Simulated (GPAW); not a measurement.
# The basis that the transmission of a Bi chain with an O atom on top of one atom needs

Wanted: the zero-bias transmission of a Bi chain with an O atom on top of one atom on a ladder of levels, with run times.

Main program and level: GPAW 26.7.0; GPAW LCAO, PAW setups; Landauer transmission from Green's functions with principal layers (ASE), zero bias.

**1. Starting point**

The cell holds 10 atoms: 9 Bi and 1 O. Its edges and angles: a = 9.000 Å, b = 9.000 Å, c = 26.100 Å, α = 90.0°, β = 90.0°, γ = 90.0°. Regions: left lead, 4 atoms (4 Bi); channel, 2 atoms (1 Bi and 1 O); right lead, 4 atoms (4 Bi). Vacuum lies along a and b. The structure is stacked along c, and the current runs across the ab planes.

**2. GPAW, dzp**

Localised orbitals split the wire into layers that couple to their neighbours alone, which is what the Green's function method needs; double zeta with polarisation is the usual level for numbers.

Contents of run.py:

```python
import json
import numpy as np
from ase import Atoms
from ase.transport.calculators import TransportCalculator
from gpaw import GPAW, FermiDirac
from gpaw.lcao.tools import get_lcao_hamiltonian
from scipy.linalg import eigh

# The junction with lead layers at both ends, along the third cell vector
device = Atoms(
    ['Bi', 'Bi', 'Bi', 'Bi', 'Bi', 'O', 'Bi', 'Bi', 'Bi', 'Bi'],
    positions=[
        [4.50000, 4.50000, 1.45000],
        [4.50000, 4.50000, 4.35000],
        [4.50000, 4.50000, 7.25000],
        [4.50000, 4.50000, 10.15000],
        [4.50000, 4.50000, 13.05000],
        [6.33220, 4.50000, 13.05000],
        [4.50000, 4.50000, 15.95000],
        [4.50000, 4.50000, 18.85000],
        [4.50000, 4.50000, 21.75000],
        [4.50000, 4.50000, 24.65000]],
    cell=[[9.0, 0.0, 0.0], [0.0, 9.0, 0.0], [0.0, 0.0, 26.1]],
    pbc=True)

# One principal layer of the lead: the first 2 atoms of the device
lead = Atoms(
    ['Bi', 'Bi'],
    positions=[
        [4.50000, 4.50000, 1.45000],
        [4.50000, 4.50000, 4.35000]],
    cell=[[9.0, 0.0, 0.0], [0.0, 9.0, 0.0], [0.0, 0.0, 5.8]],
    pbc=True)

settings = dict(mode='lcao', basis='dzp', xc='PBE', h=0.18,
                occupations=FermiDirac(0.1), maxiter=250,
                mixer=dict(beta=0.1, nmaxold=8, weight=100.0),
                convergence=dict(density=0.0001))
energies = np.arange(-3, 3 + 1e-9, 0.075)
eta = 0.0001
n1, n2 = 1, 1
# k and -k transmit alike, so half of the mesh across the current serves
mesh = [(i, j) for i in range(n1) for j in range(n2) if (i, j) <= (-i % n1, -j % n2)]
weights = np.array([1 if (i, j) == (-i % n1, -j % n2) else 2 for i, j in mesh]) / (n1 * n2)

# [... helper functions left out ...]
fermi_lead = ground_state(lead, (1, 1, 19), 'lead.txt')
fermi_device = ground_state(device, (1, 1, 3), 'device.txt')
# [... loop over the mesh left out, but for ...]
        # Shift the lead onto the potential of the device's first layer
        shift = ((H[:, 0, 0] - H0[:, 0, 0]) / S0[0, 0]).real.mean()
# [...]
kT = 8.617333e-5 * 300
bias = [0.1, 0.2, 0.5, 1.0, 1.5, 2.0]
# [... integrals and printing left out ...]
```

Run with:

```bash
$ OMP_NUM_THREADS=1 OPENBLAS_NUM_THREADS=1 python run.py
```

What it wrote:

```text
basis functions: device 220, principal layer 46
Fermi level: lead -2.8497 eV, device -2.8546 eV; lead shifted by -0.0145 eV
largest coupling past the next layer 5.83e-06 eV, largest misfit of the first layer 0.065 eV
  E-E_F (eV)   T (one spin)  [channel counts left out]
    -3.000    9.8791e-01
    -2.925    7.3873e-01
    -2.850    4.9924e-03
    -2.775    1.1489e-01
    -2.700    2.2972e-01
    -2.625    2.8787e-01
    -2.550    3.1298e-01
    -2.475    3.1761e-01
    -2.400    3.0772e-01
    -2.325    2.8629e-01
    -2.250    2.5499e-01
    -2.175    2.1514e-01
    -2.100    1.6843e-01
    -2.025    1.1763e-01
    -1.950    6.7490e-02
    -1.875    2.5475e-02
[...]
2.475    9.7674e-01
     2.550    9.7701e-01
     2.625    9.7718e-01
     2.700    9.7727e-01
     2.775    9.7727e-01
     2.850    9.7718e-01
     2.925    9.7700e-01
     3.000    9.7672e-01
conductance at 300 K: 1.6311 G0 a cell; thermopower -2.503 uV/K
current from the zero-bias T(E) at 0.1 V: 12.633 uA
current from the zero-bias T(E) at 0.2 V: 25.236 uA
current from the zero-bias T(E) at 0.5 V: 62.589 uA
current from the zero-bias T(E) at 1.0 V: 122.26 uA
current from the zero-bias T(E) at 1.5 V: 178.75 uA
current from the zero-bias T(E) at 2.0 V: 233.47 uA
```

The job ended after 26 s (1 thread of AMD EPYC 9R45, shared host; peak memory 1.3 GiB).

Numbers from this step:

```
conductance                                    : 1.631 G₀
thermopower                                    : -2.503 μV/K
largest coupling past the next principal layer : 5.83e-6 eV
largest misfit of the first principal layer    : 0.06490 eV
shift that aligns the lead                     : -0.01451 eV
basis functions of the junction                : 220
basis functions of a principal layer           : 46
transmission at the Fermi level (one spin)     : 1.634
```

One spin. The transmission, zone mean by energy, zero at the Fermi level:

| energy (eV) | transmission, zone mean |
| --- | --- |
| -3.00 | 0.988 |
| -2.85 | 0.00499 |
| -2.70 | 0.230 |
| -2.55 | 0.313 |
| -2.48 | 0.318 |
| -2.33 | 0.286 |
| -2.17 | 0.215 |
| -2.02 | 0.118 |
| -1.88 | 0.0255 |
| -1.73 | 0.00797 |
| -1.57 | 0.141 |
| -1.35 | 0.742 |
| -1.20 | 0.907 |
| -1.05 | 0.971 |
| -0.90 | 1.01 |
| -0.75 | 1.07 |
| -0.60 | 1.14 |
| -0.38 | 1.33 |
| -0.23 | 1.47 |
| -0.07 | 1.59 |
| 0.00 | 1.63 |
| 0.07 | 1.67 |
| 0.23 | 1.72 |
| 0.38 | 1.75 |
| 0.60 | 1.78 |
| 0.75 | 1.79 |
| 0.90 | 1.80 |
| 1.05 | 1.81 |
| 1.20 | 1.82 |
| 1.27 | 1.83 |
| 1.35 | 1.83 |
| 1.57 | 1.76 |
| 1.73 | 1.42 |
| 1.88 | 0.970 |
| 2.02 | 0.973 |
| 2.17 | 0.975 |
| 2.33 | 0.976 |
| 2.55 | 0.977 |
| 2.70 | 0.977 |
| 2.85 | 0.977 |
| 3.00 | 0.977 |

Not self-consistent under bias; the bias window is split evenly. The current through one cell, from the zero-bias transmission by bias:

```csv
bias (V),"current through one cell, from the zero-bias transmission (μA)"
0.100,12.6
0.200,25.2
0.500,62.6
1.000,122
1.500,179
2.000,233
```

Table of transmission of the three most open eigenchannels by energy, zero at the Fermi level:

```
energy (eV)  channel 1  channel 2  channel 3
    -3.0000      0.988    3.1e-11          0
    -2.7750      0.115    4.7e-11          0
    -2.4750      0.318    3.7e-11          0
    -2.2500      0.255    3.6e-11          0
    -2.0250      0.118    3.5e-11          0
    -1.7250    0.00797    3.3e-11    3.2e-12
    -1.5000      0.272    4.4e-10    3.4e-11
    -1.2750      0.771     0.0734    0.00104
    -0.9750      0.880      0.109    0.00408
    -0.7500      0.918      0.112     0.0351
    -0.5250      0.943      0.132      0.120
    -0.2250      0.961      0.373      0.134
     0.0000      0.968      0.526      0.140
     0.2250      0.972      0.614      0.137
     0.5250      0.975      0.675      0.123
     0.7500      0.977      0.709      0.107
     0.9750      0.977      0.743     0.0891
     1.2750      0.977      0.785     0.0645
     1.5000      0.977      0.779     0.0435
     1.7250      0.972      0.435    0.00999
     2.0250      0.973    5.1e-11    2.1e-11
     2.2500      0.975    2.0e-11          0
     2.4750      0.977    1.9e-11          0
     2.7750      0.977    1.7e-11          0
     3.0000      0.977    1.6e-11          0
```

Couplings past the next layer reach 5.8e-6 eV, small enough to drop; the matrix elements of the cell's first layer differ from the bulk lead's by up to 0.065 eV. That layer keeps its own values in the calculation, and only beyond it is the lead taken as perfect. The Fermi levels of lead and junction count from different zeros of potential, one for each periodic cell; with both set to zero, the small remaining shift is what aligns them. Without spin-orbit coupling, which is large for these atoms, channel counts and T are those of the scalar-relativistic bands. By hand: G = 1.631 × 77.48 μS = 126 μS, a resistance of 7.91 kΩ; at 0.1 V a linear junction would pass 12.6 μA, and the integral over the bias window gives 12.6 μA. Mott's formula, S = -(π²/3)(k_B²T/e) d ln T/dE, has the prefactor 7.33 μV/K·eV at 300 K; T = 1.588 at -0.075 eV and 1.671 at 0.075 eV give a slope of 0.341 per eV and S = -2.50 μV/K, beside -2.50 μV/K from the thermal integral, which interpolates the same grid.

**3. Single-zeta polarised basis**

The second zeta is dropped, the polarisation orbitals stay.

run.py, as its differences from that of step 2:

```diff
@@ -34,3 +34,3 @@
 
-settings = dict(mode='lcao', basis='dzp', xc='PBE', h=0.18,
+settings = dict(mode='lcao', basis='szp(dzp)', xc='PBE', h=0.18,
                 occupations=FermiDirac(0.1), maxiter=250,
```

What it wrote:

```text
basis functions: device 135, principal layer 28
Fermi level: lead -2.9433 eV, device -2.9048 eV; lead shifted by 0.0015 eV
largest coupling past the next layer 5.75e-06 eV, largest misfit of the first layer 0.062 eV
  E-E_F (eV)   T (one spin)  [channel counts left out]
    -3.000    7.4399e-01
    -2.925    8.2043e-01
    -2.850    9.3027e-01
    -2.775    9.7781e-01
    -2.700    2.7189e-01
    -2.625    7.4519e-03
    -2.550    1.0268e-01
    -2.475    1.7022e-01
    -2.400    2.0288e-01
    -2.325    2.1258e-01
    -2.250    2.0650e-01
    -2.175    1.8869e-01
    -2.100    1.6179e-01
    -2.025    1.2811e-01
    -1.950    9.0418e-02
    -1.875    5.2605e-02
[...]
2.475    9.6968e-01
     2.550    9.7044e-01
     2.625    9.7108e-01
     2.700    9.7163e-01
     2.775    9.7208e-01
     2.850    9.7243e-01
     2.925    9.7270e-01
     3.000    9.7287e-01
conductance at 300 K: 1.6231 G0 a cell; thermopower -2.759 uV/K
current from the zero-bias T(E) at 0.1 V: 12.57 uA
current from the zero-bias T(E) at 0.2 V: 25.105 uA
current from the zero-bias T(E) at 0.5 V: 62.2 uA
current from the zero-bias T(E) at 1.0 V: 121.38 uA
current from the zero-bias T(E) at 1.5 V: 177.73 uA
current from the zero-bias T(E) at 2.0 V: 232.69 uA
```

Wall time 22 s (1 thread); peak memory 1.2 GiB.

This step gave:

```yaml
conductance: 1.623 G₀
thermopower: -2.759 μV/K
largest_coupling_past_the_next_principal_layer: 5.75e-6 eV
largest_misfit_of_the_first_principal_layer: 0.06244 eV
shift_that_aligns_the_lead: 0.001548 eV
basis_functions_of_the_junction: 135
basis_functions_of_a_principal_layer: 28
transmission_at_the_fermi_level_one_spin: 1.626
```

One spin. Table of transmission, zone mean by energy, zero at the Fermi level:

| energy (eV) | transmission, zone mean |
| --- | --- |
| -3.0000 | 0.744 |
| -2.7750 | 0.978 |
| -2.4750 | 0.170 |
| -2.3250 | 0.213 |
| -2.2500 | 0.206 |
| -2.0250 | 0.128 |
| -1.7250 | 0.00160 |
| -1.5000 | 0.133 |
| -1.2750 | 0.851 |
| -0.9750 | 1.02 |
| -0.7500 | 1.08 |
| -0.5250 | 1.19 |
| -0.2250 | 1.45 |
| 0.0000 | 1.63 |
| 0.2250 | 1.72 |
| 0.5250 | 1.76 |
| 0.7500 | 1.78 |
| 0.9750 | 1.80 |
| 1.2750 | 1.82 |
| 1.5000 | 1.80 |
| 1.7250 | 1.54 |
| 2.0250 | 0.962 |
| 2.2500 | 0.967 |
| 2.4750 | 0.970 |
| 2.7750 | 0.972 |
| 3.0000 | 0.973 |

Not self-consistent under bias; the bias window is split evenly. Current through one cell, from the zero-bias transmission against bias:

| bias (V) | current through one cell, from the zero-bias transmission (μA) |
| --- | --- |
| 0.100 | 12.6 |
| 0.200 | 25.1 |
| 0.500 | 62.2 |
| 1.000 | 121 |
| 1.500 | 178 |
| 2.000 | 233 |

The transmission of the three most open eigenchannels by energy, zero at the Fermi level:

```csv
energy (eV),channel 1,channel 2,channel 3
-3.00,0.744,0,0
-2.77,0.978,0,0
-2.55,0.103,0,0
-2.40,0.203,0,0
-2.17,0.189,0,0
-1.95,0.0904,0,0
-1.73,0.00160,1.6e-11,0
-1.57,0.0454,5.8e-11,0
-1.35,0.643,0.0788,0.00249
-1.12,0.809,0.157,1.0e-3
-0.90,0.867,0.169,0.00272
-0.75,0.895,0.170,0.0173
-0.53,0.925,0.175,0.0882
-0.30,0.944,0.247,0.183
-0.07,0.955,0.433,0.187
0.00,0.957,0.483,0.186
0.07,0.959,0.523,0.184
0.30,0.962,0.605,0.170
0.53,0.964,0.653,0.146
0.75,0.966,0.695,0.120
0.90,0.966,0.724,0.103
1.12,0.967,0.766,0.0786
1.35,0.967,0.795,0.0555
1.57,0.965,0.770,0.0307
1.73,0.960,0.568,0.0101
1.95,0.960,5.5e-10,4.7e-12
2.17,0.965,2.2e-12,0
2.40,0.969,0,0
2.55,0.970,0,0
2.77,0.972,0,0
3.00,0.973,0,0
```

The conductance, 1.62 G₀, lies 0.5 % below that of the dzp run.

**4. GPAW, sz: basis = "sz(dzp)"**

One function for each valence shell of the setup, as for a first survey of a large system.

run.py, as its differences from that of step 3:

```diff
@@ -34,3 +34,3 @@
 
-settings = dict(mode='lcao', basis='szp(dzp)', xc='PBE', h=0.18,
+settings = dict(mode='lcao', basis='sz(dzp)', xc='PBE', h=0.18,
                 occupations=FermiDirac(0.1), maxiter=250,
```

What it wrote:

```text
basis functions: device 85, principal layer 18
Fermi level: lead -2.7774 eV, device -2.7538 eV; lead shifted by -0.0029 eV
largest coupling past the next layer 5.39e-06 eV, largest misfit of the first layer 0.057 eV
  E-E_F (eV)   T (one spin)  [channel counts left out]
    -3.000    6.7523e-01
    -2.925    7.0590e-01
    -2.850    7.4487e-01
[...]
2.925    9.8159e-01
     3.000    9.8200e-01
conductance at 300 K: 1.6571 G0 a cell; thermopower -2.984 uV/K
current from the zero-bias T(E) at 0.1 V: 12.833 uA
current from the zero-bias T(E) at 0.2 V: 25.632 uA
current from the zero-bias T(E) at 0.5 V: 63.505 uA
current from the zero-bias T(E) at 1.0 V: 123.87 uA
current from the zero-bias T(E) at 1.5 V: 181.11 uA
current from the zero-bias T(E) at 2.0 V: 236.67 uA
```

It took 17 s on 1 thread; peak memory 1.2 GiB.

Numbers from this step:

* conductance: 1.657 G₀
* thermopower: -2.984 μV/K
* largest coupling past the next principal layer: 5.39e-6 eV
* largest misfit of the first principal layer: 0.05731 eV
* shift that aligns the lead: -0.002947 eV
* basis functions of the junction: 85
* basis functions of a principal layer: 18
* transmission at the Fermi level (one spin): 1.660

The conductance, 1.66 G₀, lies 1.6 % above that of the dzp run.

**5. LDA in the dzp basis: xc = "LDA"**

Back in the dzp basis, the functional changes from PBE to LDA, to set the spread between functionals beside that between bases.

run.py, as its differences from that of step 4:

```diff
@@ -34,3 +34,3 @@
 
-settings = dict(mode='lcao', basis='sz(dzp)', xc='PBE', h=0.18,
+settings = dict(mode='lcao', basis='dzp', xc='LDA', h=0.18,
                 occupations=FermiDirac(0.1), maxiter=250,
```

What it wrote:

```text
basis functions: device 220, principal layer 46
Fermi level: lead -3.1145 eV, device -3.1251 eV; lead shifted by -0.0075 eV
largest coupling past the next layer 5.86e-06 eV, largest misfit of the first layer 0.059 eV
  E-E_F (eV)   T (one spin)  [channel counts left out]
    -3.000    9.9662e-01
    -2.925    5.5696e-01
    -2.850    2.3262e-03
[...]
2.925    9.7651e-01
     3.000    9.7626e-01
conductance at 300 K: 1.6517 G0 a cell; thermopower -2.54 uV/K
current from the zero-bias T(E) at 0.1 V: 12.792 uA
current from the zero-bias T(E) at 0.2 V: 25.55 uA
current from the zero-bias T(E) at 0.5 V: 63.312 uA
current from the zero-bias T(E) at 1.0 V: 123.43 uA
current from the zero-bias T(E) at 1.5 V: 180.2 uA
current from the zero-bias T(E) at 2.0 V: 235.13 uA
```

The job ended after 23 s (1 thread; peak memory 1.3 GiB).

Numbers from this step:

- conductance: 1.652 G₀
- thermopower: -2.540 μV/K
- largest coupling past the next principal layer: 5.86e-6 eV
- largest misfit of the first principal layer: 0.05889 eV
- shift that aligns the lead: -0.007490 eV
- basis functions of the junction: 220
- basis functions of a principal layer: 46
- transmission at the Fermi level (one spin): 1.655

The conductance, 1.65 G₀, lies 1.3 % above that of the dzp run.

**6. The ladder**

Times are for 1 thread of AMD EPYC 9R45, shared host. The series side by side:

```
no.      run  conductance (G₀)  time  memory (GiB)
  1      dzp             1.631  26 s           1.3
  2      szp             1.623  22 s           1.2
  3       sz             1.657  17 s           1.2
  4  dzp LDA             1.652  23 s           1.3
```

**7. The levels side by side**

The curves are compared point by point over the common energies.

This step: comparison of transmission and cost over codes and levels (GPAW 26.7.0).

Ladder, by row:

| step | code | T at the Fermi level (sum over the listed spins) | conductance (G0) | r.m.s. T(E) from the first | wall time (s) | peak memory (GiB) | threads |
| --- | --- | --- | --- | --- | --- | --- | --- |
| dzp | GPAW | 1.634 | 1.631 | 0 | 25.72 | 1.29 | 1 |
| szp | GPAW | 1.626 | 1.623 | 0.1532 | 21.92 | 1.24 | 1 |
| sz | GPAW | 1.66 | 1.657 | 0.1754 | 17.37 | 1.18 | 1 |
| dzp-LDA | GPAW | 1.655 | 1.652 | 0.02285 | 22.55 | 1.29 | 1 |

The transmission, zone mean, sum over the listed spins by energy, zero at the Fermi level:

```csv
energy (eV),dzp,szp,sz,dzp-LDA
-3.0000,0.988,0.744,0.675,0.997
-2.7750,0.115,0.978,0.800,0.141
-2.6250,0.288,0.00745,0.991,0.292
-2.4750,0.318,0.170,0.0341,0.315
-2.2500,0.255,0.206,0.141,0.250
-2.0250,0.118,0.128,0.125,0.115
-1.7250,0.00797,0.00160,0.00929,0.00687
-1.5000,0.272,0.133,0.329,0.256
-1.2750,0.845,0.851,0.868,0.835
-0.9750,0.993,1.02,1.00,0.996
-0.7500,1.07,1.08,1.07,1.07
-0.5250,1.20,1.19,1.19,1.20
-0.2250,1.47,1.45,1.47,1.48
0.0000,1.63,1.63,1.66,1.65
0.2250,1.72,1.72,1.77,1.74
0.5250,1.77,1.76,1.82,1.78
0.7500,1.79,1.78,1.83,1.80
0.9750,1.81,1.80,1.84,1.82
1.2750,1.83,1.82,1.86,1.83
1.3500,1.83,1.82,1.86,1.82
1.5000,1.80,1.80,1.86,1.79
1.7250,1.42,1.54,1.51,1.38
2.0250,0.973,0.962,0.969,0.972
2.2500,0.975,0.967,0.974,0.975
2.4750,0.977,0.970,0.977,0.976
2.7750,0.977,0.972,0.981,0.977
3.0000,0.977,0.973,0.982,0.976
```

(Part 1 of 2 ends here.)

[Logs are printed without paths, hosts, clocks, repeated set-up lines and the standing remarks that a program may print on its own settings, such as how far it seeks lower states.]

[Hosts, paths, dates, database ids (printed as entryN), source tags and the programs' standing remarks are cut or masked in the printed files.]
